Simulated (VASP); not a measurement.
# InP, density of states: which settings are enough?

InP, F-43m (no. 216), 2 atoms in the cell. LDA; PAW potentials In_d, P (LDA set). VASP 6.6.1.

Wanted: density of states by 0.5 eV bins within 20 %; centre of the states within 12 eV below the valence top within 0.1 eV.

What the run is for: density of states; Accuracy asked: screening; k mesh of the density: 7 × 7 × 7.

POSCAR:
```
InP
1.0
    0.0000000000      2.9305000000      2.9305000000
    2.9305000000      0.0000000000      2.9305000000
    2.9305000000      2.9305000000      0.0000000000
In P
1 1
Direct
    0.0000000000      0.0000000000      0.0000000000
    0.7500000000      0.7500000000      0.7500000000
```

The series start from Plane-wave cutoff (eV): 290; k-point mesh: 11 × 11 × 11; Energy points (NEDOS): 2001; Occupations for the DOS: ISMEAR=-5; Electronic threshold (eV): 1e-6; Precision mode (PREC): Accurate. Each series keeps the choices made before it, and each single choice may use up half of a tolerance. Times cover all steps of a run.

## Plane-wave cutoff (eV)

| Plane-wave cutoff (eV) | Density of states by 0.5 eV bins, largest deviation against the largest value | Centre of the states within 12 eV below the valence top (eV) | Time (s) |
|---|---|---|---|
| 200 | 4.3 % | -4.64 | 15 |
| 260 | 1.3 % | -4.64 | 18 |
| 290 | 3.6 % | -4.64 | 19 |
| 330 | 3.8 % | -4.64 | 36 |
| 410 | 1 % | -4.64 | 36 |
| 510 (reference) | 0 % | -4.64 | 40 |

Chosen: 200, the loosest value from which every tighter one stays within half of the tolerance.

## k-point mesh

| k-point mesh | Density of states by 0.5 eV bins, largest deviation against the largest value | Centre of the states within 12 eV below the valence top (eV) | Time (s) |
|---|---|---|---|
| 5 × 5 × 5 | 23 % | -4.63 | 9.1 |
| 6 × 6 × 6 | 20 % | -4.64 | 9.9 |
| 7 × 7 × 7 | 14 % | -4.64 | 10 |
| 9 × 9 × 9 | 7.9 % | -4.64 | 13 |
| 11 × 11 × 11 | 4.9 % | -4.64 | 15 |
| 13 × 13 × 13 | 3 % | -4.64 | 19 |
| 16 × 16 × 16 | 1.9 % | -4.64 | 26 |
| 19 × 19 × 19 (reference) | 0 % | -4.64 | 54 |

Chosen: 9 × 9 × 9.

## Energy points (NEDOS)

| Energy points (NEDOS) | Density of states by 0.5 eV bins, largest deviation against the largest value | Centre of the states within 12 eV below the valence top (eV) | Time (s) |
|---|---|---|---|
| 301 | 1.9 % | -4.66 | 23 |
| 501 | 0.44 % | -4.66 | 21 |
| 1001 | 0.92 % | -4.64 | 17 |
| 2001 | 0.29 % | -4.64 | 13 |
| 4001 (reference) | 0 % | -4.64 | 22 |

Chosen: 301.

## Occupations for the DOS

| Occupations for the DOS | Density of states by 0.5 eV bins, largest deviation against the largest value | Centre of the states within 12 eV below the valence top (eV) | Time (s) |
|---|---|---|---|
| ISMEAR=-5 | 0 % | -4.66 | 23 |
| ISMEAR=-4 | 0 % | -4.66 | 21 |
| ISMEAR=0 SIGMA=0.05 | 26 % | -4.61 | 15 |
| ISMEAR=0 SIGMA=0.1 | 20 % | -4.61 | 17 |
| ISMEAR=-15 SIGMA=0.025 | 0 % | -4.66 | 15 |

Chosen: ISMEAR=-15 SIGMA=0.025, the fastest of those that stay within half of the tolerance.

## Electronic threshold (eV)

| Electronic threshold (eV) | Density of states by 0.5 eV bins, largest deviation against the largest value | Centre of the states within 12 eV below the valence top (eV) | Time (s) |
|---|---|---|---|
| 0.001 | 0.21 % | -4.67 | 12 |
| 0.0001 | 0.18 % | -4.67 | 13 |
| 1e-5 | 0.16 % | -4.67 | 14 |
| 1e-6 (reference) | 0 % | -4.66 | 15 |

Chosen: 0.001.

## Precision mode (PREC)

| Precision mode (PREC) | Density of states by 0.5 eV bins, largest deviation against the largest value | Centre of the states within 12 eV below the valence top (eV) | Time (s) |
|---|---|---|---|
| Normal | 0.01 % | -4.67 | 7.5 |
| Accurate (reference) | 0 % | -4.67 | 12 |

Chosen: Normal.

## All choices together

| Input | Density of states by 0.5 eV bins, largest deviation against the largest value | Centre of the states within 12 eV below the valence top (eV) | Time (s) |
|---|---|---|---|
| defaults for smearing, thresholds and mesh (naive) | 84 % | -4.65 | 9.7 |
| chosen settings | 7.4 % | -4.67 | 7.5 |
| reference settings throughout | 0 % | -4.64 | 124 |

The tolerance is met.

## The input

INCAR.step1:
```
ALGO     = Normal         # electronic algorithm
EDIFF    = 0.001          # SCF threshold, eV
EFERMI   = MIDGAP       
ENCUT    = 200            # plane-wave cutoff, eV
GGA      = CA             # functional
GGA_COMPAT= F            
ISMEAR   = 0              # smearing method
LASPH    = T              # aspherical terms in the spheres
LCHARG   = T              # write CHGCAR
LREAL    = F              # projectors in reciprocal space
LWAVE    = F              # write WAVECAR
NBANDS   = 25             # bands
NELM     = 120            # most SCF steps
PREC     = Normal         # precision mode
SIGMA    = 0.03           # smearing width, eV
```

INCAR.step2, as INCAR.step1 but for:
```
- ISMEAR = 0
- LCHARG = T
- SIGMA = 0.03
+ EMAX = 13.2604
+ EMIN = -8.7396
+ ICHARG = 11
+ ISMEAR = -15
+ LCHARG = F
+ LORBIT = 11
+ NEDOS = 301
+ SIGMA = 0.025
```

KPOINTS.step1:
```
k-points
0
Gamma
  7 7 7
```

KPOINTS.step2:
```
Automatic mesh
0
Gamma
  9 9 9
  0 0 0
```

Commands (each step's output is kept before the next begins):
```
cat potpaw_LDA.64/In_d/POTCAR potpaw_LDA.64/P/POTCAR > POTCAR
cp INCAR.step1 INCAR
cp KPOINTS.step1 KPOINTS
mpirun -np 1 vasp_std > vasp.out
cp INCAR.step2 INCAR
cp KPOINTS.step2 KPOINTS
mpirun -np 1 vasp_std > vasp.out
```

The chosen input took VASP 6.6.1 7.5 s on 1 core (Intel Xeon Platinum 8259CL @ 2.50GHz (Skylake/Cascade Lake)), a shared host.

## An input that fails: tetrahedra on too few k points

VASP's message: IBZKPT: tetrahedron method fails for NKPT<4. NKPT = 1.

k mesh: 11 × 11 × 11 becomes 1 × 1 × 1.

Changes against the starting input:
```
(step 2)
- NELM = 120
+ NELM = 71
```
